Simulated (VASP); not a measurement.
# MnH4 in VASP: notebook

The runs below take MnH4 through single point, with PBE.

Everything below comes from runs of VASP 6.6.1. Logs are shortened: lines on timing, memory, paths and dates and some standing lists are left out, and cuts for length are marked.

## Step 1: Starting point

The cell holds a sheet with vacuum, 5 atoms: a = 3.398 Å, b = 3.398 Å, c = 23.800 Å, α = 90.00°, β = 90.00°, γ = 90.00°.

The cell was built by a generator and needn't be a form met in nature.

## Step 2: Single point, PBE, collinear spin, typed start

The input, INCAR:

```
SYSTEM = MnH4
PREC = Accurate
ENCUT = 520
EDIFF = 1E-6
ISMEAR = 0
SIGMA = 0.1
LREAL = .FALSE.
LASPH = .TRUE.
NELM = 150
ALGO = Normal
ISIF = 2
LWAVE = .FALSE.
LCHARG = .TRUE.
ISPIN = 2
MAGMOM = 4 0 0 0 0
LORBIT = 11
LMAXMIX = 4
LDIPOL = .TRUE.
IDIPOL = 3
DIPOL = 0.5 0.5 0.294
GGA = PE
LELF = .TRUE.
LVHAR = .TRUE.
LVACPOTAV = .TRUE.
NBANDS = 20
```

The input, KPOINTS:

```
regular mesh
0
G
  4 4 1
  0 0 0
```

The input, POSCAR:

```
MnH4
1.0
    3.3982957326      0.0000000000      0.0000000000
    0.0000000000      3.3982957326      0.0000000000
    0.0000000000      0.0000000000     23.8000000000
Mn H
1 4
Direct
    0.0000000000      0.0000000000      0.2941176471
    0.8411054139      0.5000000000      0.2941176471
    0.1588945861      0.5000000000      0.2941176471
    0.5000000000      0.1588945861      0.2941176471
    0.5000000000      0.8411054139      0.2941176471
```

Potentials or basis: VASP PAW PBE potentials, release 64 (Mn_pv, H).

Started as:

```sh
> cat potpaw_PBE.64/Mn_pv/POTCAR potpaw_PBE.64/H/POTCAR > POTCAR
> mpirun -np 1 vasp_std > vasp.out
```

OUTCAR:

```text
SYSTEM = MnH4
   PREC = Accurate
   ENCUT = 520
   EDIFF = 1E-6
   ISMEAR = 0
   LREAL = .FALSE.
   LASPH = .TRUE.
   NELM = 150
   ISIF = 2
   ISPIN = 2
   LORBIT = 11
   GGA = PE

 ion  position               nearest neighbor table
   1  0.000  0.000  0.294-   2 1.78   3 1.78   4 1.78   5 1.78   2 1.78   3 1.78   4 1.78   5 1.78

   2  0.841  0.500  0.294-   1 1.78   1 1.78
   3  0.159  0.500  0.294-   1 1.78   1 1.78
   4  0.500  0.159  0.294-   1 1.78   1 1.78
   5  0.500  0.841  0.294-   1 1.78   1 1.78

  LATTYP: Found a simple tetragonal cell.
 ALAT       =     3.3982957326
 C/A-ratio  =     7.0035105455

  Lattice vectors:

 A1 = (   3.3982957326,   0.0000000000,   0.0000000000)
 A2 = (   0.0000000000,   3.3982957326,   0.0000000000)
 A3 = (   0.0000000000,   0.0000000000,  23.8000000000)

Analysis of symmetry for initial positions (statically):
=====================================================================
 Subroutine PRICEL returns:
 Original cell was already a primitive cell.

 Routine SETGRP: Setting up the symmetry group for a
 simple tetragonal supercell.

 Subroutine GETGRP returns: Found 16 space group operations
 (whereof  8 operations were pure point group operations)
 out of a pool of 16 trial point group operations.

The static configuration has the point symmetry C_4v.
 The point group associated with its full space group is D_4h.

Analysis of symmetry for dynamics (positions and initial velocities):
=====================================================================
 Subroutine PRICEL returns:
 Original cell was already a primitive cell.

 Routine SETGRP: Setting up the symmetry group for a
 simple tetragonal supercell.

 Subroutine GETGRP returns: Found 16 space group operations
 (whereof  8 operations were pure point group operations)
 out of a pool of 16 trial point group operations.

The dynamic configuration has the point symmetry C_4v.
 The point group associated with its full space group is D_4h.

Analysis of structural, dynamic, and magnetic symmetry:
=====================================================================
 Subroutine PRICEL returns:
 Original cell was already a primitive cell.

 Routine SETGRP: Setting up the symmetry group for a
 simple tetragonal supercell.

 Subroutine GETGRP returns: Found 16 space group operations
 (whereof  8 operations were pure point group operations)
 out of a pool of 16 trial point group operations.
[... 124 lines left out ...]
 maximum number of plane-waves:      7440
 NGX is ok and might be reduce to    28
   NGX = 13   NGY = 13   NGZ = 89

 dipolmoment           0.000000      0.000000      0.000063 electrons x Angstroem

 number of electron      16.9999991 magnetization       2.9999980

 dipolmoment           0.000000      0.000000     -0.000004 electrons x Angstroem

 Free energy of the ion-electron system (eV)
  ---------------------------------------------------
  ext. energy  EPLUGINS =         0.00000000
  ---------------------------------------------------
  free energy    TOTEN  =       -19.00664207 eV

  energy without entropy =      -19.00412155  energy(sigma->0) =      -19.00538181

 E-fermi :  -2.5237     XC(G=0):  -1.8287

 val. band max:       -2.6376721926   @ k =   0.5000   0.5000   0.0000
 cond. band min:      -2.4521209762   @ k =   0.0000   0.0000   0.0000
 fundamental gap:      0.1855512164
 Fermi energy:        -2.5236666243

 spin component 1

 k-point     1 :       0.0000    0.0000    0.0000
  band No.  band energies     occupation
      1     -51.8924      1.00000
      2     -51.8835      1.00000
      3     -51.8835      1.00000
      4     -14.8557      1.00000
      5     -10.2173      1.00000
      6      -4.8166      1.00000
[... 114 lines left out ...]
      6      -8.8597      1.00000
[... 12 lines left out ...]
     19       6.6496      0.00000
     20       6.8105      0.00000
 Fermi energy:        -2.5236666243

 spin component 2

 k-point     1 :       0.0000    0.0000    0.0000
  band No.  band energies     occupation
      1     -49.1417      1.00000
      2     -49.1417      1.00000
      3     -48.6688      1.00000
      4     -14.6460      1.00000
      5      -9.3621      1.00000
      6      -2.6437      0.95522
[... 127 lines left out ...]
     19       6.5910      0.00000
     20       7.0819      0.00000

------------------------ aborting loop because EDIFF is reached ----------------------------------------

  FORCE on cell =-STRESS in cart. coord.  units (eV):
  Direction    XX          YY          ZZ          XY          YZ          ZX
  --------------------------------------------------------------------------------------
  -------------------------------------------------------------------------------------
  Total       -0.0509449     -0.0509449     -0.0514237      0.0000000      0.0000000      0.0000000
  in kB       -0.2969697     -0.2969697     -0.2997607      0.0000000      0.0000000      0.0000000
  external PRESSURE =      -0.2979000 kB  Pullay stress =       0.0000000 kB

 VOLUME and BASIS-vectors are now :
 -----------------------------------------------------------------------------
  energy-cutoff  :      520.00
  volume of cell :      274.85
      direct lattice vectors                 reciprocal lattice vectors
     3.398295733  0.000000000  0.000000000     0.294265149  0.000000000  0.000000000
     0.000000000  3.398295733  0.000000000     0.000000000  0.294265149  0.000000000
     0.000000000  0.000000000 23.800000000     0.000000000  0.000000000  0.042016807

 POSITION                                       TOTAL-FORCE (eV/Angst)
 -----------------------------------------------------------------------------------
      0.00000      0.00000      7.00000         0.000000      0.000000      0.000000
      2.85832      1.69915      7.00000         0.010920      0.000000     -0.000000
      0.53997      1.69915      7.00000        -0.010920      0.000000     -0.000000
      1.69915      0.53997      7.00000         0.000000     -0.010920     -0.000000
      1.69915      2.85832      7.00000         0.000000      0.010920     -0.000000
 -----------------------------------------------------------------------------------
    total drift:                               -0.000000     -0.000000      0.000193

  FREE ENERGIE OF THE ION-ELECTRON SYSTEM (eV)
  ---------------------------------------------------
  free  energy   TOTEN  =       -19.0066420704 eV

  energy  without entropy=      -19.0041215488  energy(sigma->0) =      -19.00538181

 vacuum level on the upper side and lower side of the slab         0.961         0.961

 total charge

# of ion       s       p       d       tot
------------------------------------------
    1        0.241   6.216   5.343  11.800
    2        0.507   0.030   0.000   0.537
    3        0.507   0.030   0.000   0.537
    4        0.507   0.030   0.000   0.537
    5        0.507   0.030   0.000   0.537
--------------------------------------------------
tot          2.271   6.336   5.343  13.950

 magnetization (x)

# of ion       s       p       d       tot
------------------------------------------
    1        0.060   0.034   2.731   2.824
    2       -0.009   0.003   0.000  -0.006
    3       -0.009   0.003   0.000  -0.006
    4       -0.009   0.003   0.000  -0.006
    5       -0.009   0.003   0.000  -0.006
--------------------------------------------------
tot          0.025   0.046   2.731   2.802
```

stdout:

```text
POSCAR found type information on POSCAR MnH
 POSCAR found :  2 types and       5 ions
 scaLAPACK will be used
 LDA part: xc-table for (Slater+PW92), standard interpolation
 POSCAR, INCAR and KPOINTS ok, starting setup
 FFT: planning ... GRIDC
 FFT: planning ... GRID_SOFT
 FFT: planning ... GRID
 WAVECAR not read
 entering main loop
 -----------------------------------------------------------------------------
|                                                                             |
|           W    W    AA    RRRRR   N    N  II  N    N   GGGG   !!!           |
|           W    W   A  A   R    R  NN   N  II  NN   N  G    G  !!!           |
|           W    W  A    A  R    R  N N  N  II  N N  N  G       !!!           |
|           W WW W  AAAAAA  RRRRR   N  N N  II  N  N N  G  GGG   !            |
|           WW  WW  A    A  R   R   N   NN  II  N   NN  G    G                |
|           W    W  A    A  R    R  N    N  II  N    N   GGGG   !!!           |
|                                                                             |
|     Did not find any points to average over, which means that no vacuum     |
|     field-free region was found. Please increase the size of  your cell     |
|     in the dimension of the dipole correction to obtain accurate            |
|     workfunction values.                                                    |
|                                                                             |
 -----------------------------------------------------------------------------
```

Run time: 1.7 min. Hardware: 1 thread of Intel Xeon 6975P-C (Granite Rapids), shared host; peak memory 0.49 GiB.

Results:

| Quantity | Value |
| --- | --- |
| Free energy | -19.0066 eV |
| Largest force | 0.011 eV/Å |
| Band gap on the k mesh | none (metal or under the smearing width) |
| Net moment | 3.00 μB per cell |
| Site moments | Mn +2.82; H -0.01 μB |
| Valence electrons inside the program's atomic spheres | Mn 11.80; H 0.54 |
| Work function of the upper face | 3.48 eV |
| Work function of the lower face | 3.48 eV |

Forces in eV/Å, atoms in the order of the input:
```
Mn   0.000  0.000  0.000
H    0.011  0.000  0.000
H   -0.011  0.000  0.000
H    0.000 -0.011  0.000
H    0.000  0.011  0.000
```

Levels at points of the mesh, in eV from the Fermi level:
Spin up:
```csv
k point,band 7,band 8,band 9,band 10,band 11,band 12,band 13,band 14
"(0.00, 0.00, 0.00)",-1.78,-1.78,-1.77,-0.32,1.66,1.66,2.68,2.95
"(0.50, 0.00, 0.00)",-2.52,-2.22,-1.72,-1.56,2.49,2.89,4.64,5.47
"(0.50, 0.50, 0.00)",-2.31,-2.31,-2.18,-2.15,1.13,1.86,5.46,7.25
```
Spin down:
| k point | band 5 | band 6 | band 7 | band 8 | band 9 | band 10 |
| --- | --- | --- | --- | --- | --- | --- |
| (0.00, 0.00, 0.00) | -6.84 | -0.12 | 0.07 | 0.32 | 0.71 | 0.71 |
| (0.50, 0.00, 0.00) | -9.34 | -2.03 | -0.53 | 0.79 | 0.91 | 1.09 |
| (0.50, 0.50, 0.00) | -7.83 | -5.95 | -0.11 | -0.11 | 0.96 | 1.04 |

Caveat: the k mesh is coarse (spacing up to 0.46 Å⁻¹), so the values aren't converged.

## Step 3: Single point, PBE, collinear spin, typed start

This run uses another cell than the first one, of 39.49 Å³/atom, 0.718 times its volume.

The input, INCAR:

```
SYSTEM = MnH4
ALGO = Normal
DIPOL = 0.5 0.5 0.500
EDIFF = 1E-6
ENCUT = 520
GGA = PE
IDIPOL = 3
ISIF = 2
ISMEAR = 0
ISPIN = 2
LASPH = .TRUE.
LCHARG = .FALSE.
LDIPOL = .TRUE.
LMAXMIX = 4
LORBIT = 11
LREAL = .FALSE.
LWAVE = .FALSE.
MAGMOM = 4 0 0 0 0
NBANDS = 20
NELM = 150
PREC = Accurate
SIGMA = 0.1
```

The input, KPOINTS:

```
k-points
0
G
  4 4 1
  0 0 0
```

The input, POSCAR:

```
MnH4
1.0
    3.7556000000      0.0000000000      0.0000000000
    0.0000000000      3.7556000000      0.0000000000
    0.0000000000      0.0000000000     14.0000000000
Mn H
1 4
Direct
    0.0000000000      0.0000000000      0.5000000000
    0.8152619500      0.5000000000      0.5000000000
    0.1847380500      0.5000000000      0.5000000000
    0.5000000000      0.1847380500      0.5000000000
    0.5000000000      0.8152619500      0.5000000000
```

Potentials or basis: VASP PAW PBE potentials, release 64 (Mn_pv, H).

Started as:

```sh
> cat potpaw_PBE.64/Mn_pv/POTCAR potpaw_PBE.64/H/POTCAR > POTCAR
> mpirun -np 1 vasp_std > vasp.out
```

OUTCAR:

```text
SYSTEM = MnH4
   EDIFF = 1E-6
   ENCUT = 520
   GGA = PE
   ISIF = 2
   ISMEAR = 0
   ISPIN = 2
   LASPH = .TRUE.
   LORBIT = 11
   LREAL = .FALSE.
   NELM = 150
   PREC = Accurate

 ion  position               nearest neighbor table
   1  0.000  0.000  0.500-   2 2.00   3 2.00   4 2.00   5 2.00   2 2.00   3 2.00   4 2.00   5 2.00

   2  0.815  0.500  0.500-   1 2.00   1 2.00
   3  0.185  0.500  0.500-   1 2.00   1 2.00
   4  0.500  0.185  0.500-   1 2.00   1 2.00
   5  0.500  0.815  0.500-   1 2.00   1 2.00

  LATTYP: Found a simple tetragonal cell.
 ALAT       =     3.7556000000
 C/A-ratio  =     3.7277665353

  Lattice vectors:

 A1 = (   3.7556000000,   0.0000000000,   0.0000000000)
 A2 = (   0.0000000000,   3.7556000000,   0.0000000000)
 A3 = (   0.0000000000,   0.0000000000,  14.0000000000)

Analysis of symmetry for initial positions (statically):
[... 473 lines left out ...]
  -------------------------------------------------------------------------------------
  Total       -4.2953739     -4.2953739     -0.0450547      0.0000000      0.0000000     -0.0000000
  in kB      -34.8517713    -34.8517713     -0.3655643      0.0000000      0.0000000     -0.0000000
  external PRESSURE =     -23.3563690 kB  Pullay stress =       0.0000000 kB

 VOLUME and BASIS-vectors are now :
 -----------------------------------------------------------------------------
  energy-cutoff  :      520.00
  volume of cell :      197.46
      direct lattice vectors                 reciprocal lattice vectors
     3.755600000  0.000000000  0.000000000     0.266269038  0.000000000  0.000000000
     0.000000000  3.755600000  0.000000000     0.000000000  0.266269038  0.000000000
     0.000000000  0.000000000 14.000000000     0.000000000  0.000000000  0.071428571

 POSITION                                       TOTAL-FORCE (eV/Angst)
 -----------------------------------------------------------------------------------
      0.00000      0.00000      7.00000         0.000000     -0.000000     -0.000000
      3.06180      1.87780      7.00000         0.121683     -0.000000      0.000000
      0.69380      1.87780      7.00000        -0.121683     -0.000000     -0.000000
      1.87780      0.69380      7.00000        -0.000000     -0.121683      0.000000
      1.87780      3.06180      7.00000         0.000000      0.121683      0.000000
 -----------------------------------------------------------------------------------
    total drift:                               -0.000000      0.000000      0.000000

  FREE ENERGIE OF THE ION-ELECTRON SYSTEM (eV)
  ---------------------------------------------------
  free  energy   TOTEN  =       -18.1997823387 eV

  energy  without entropy=      -18.1717613899  energy(sigma->0) =      -18.18577186

 vacuum level on the upper side and lower side of the slab         1.182         1.182

 total charge

# of ion       s       p       d       tot
------------------------------------------
    1        0.248   6.136   5.094  11.478
    2        0.444   0.016   0.000   0.460
    3        0.444   0.016   0.000   0.460
    4        0.444   0.016   0.000   0.460
    5        0.444   0.016   0.000   0.460
--------------------------------------------------
tot          2.024   6.198   5.094  13.316

 magnetization (x)

# of ion       s       p       d       tot
------------------------------------------
    1        0.094   0.027   3.402   3.523
    2       -0.027   0.002   0.000  -0.026
    3       -0.027   0.002   0.000  -0.026
    4       -0.027   0.002   0.000  -0.026
    5       -0.027   0.002   0.000  -0.026
--------------------------------------------------
tot         -0.015   0.034   3.402   3.421
```

stdout:

```text
POSCAR found type information on POSCAR MnH
 POSCAR found :  2 types and       5 ions
 scaLAPACK will be used
 LDA part: xc-table for (Slater+PW92), standard interpolation
 POSCAR, INCAR and KPOINTS ok, starting setup
 FFT: planning ... GRIDC
 FFT: planning ... GRID_SOFT
 FFT: planning ... GRID
 WAVECAR not read
 entering main loop
```

Run time: 46 s. Hardware: 1 thread of Intel Xeon 6975P-C (Granite Rapids), shared host; peak memory 0.34 GiB.

What came out:

* Free energy: -18.1998 eV
* Largest force: 0.122 eV/Å
* Band gap on the k mesh: none (metal or under the smearing width)
* Net moment: 3.75 μB per cell
* Site moments: Mn +3.52; H -0.03 μB
* Valence electrons inside the program's atomic spheres: Mn 11.48; H 0.46

Forces in eV/Å, atoms in the order of the input:
```
Mn   0.000  0.000  0.000
H    0.122  0.000  0.000
H   -0.122  0.000  0.000
H    0.000 -0.122  0.000
H    0.000  0.122  0.000
```

Caveat: the k mesh is coarse (spacing up to 0.42 Å⁻¹), so the values aren't converged.
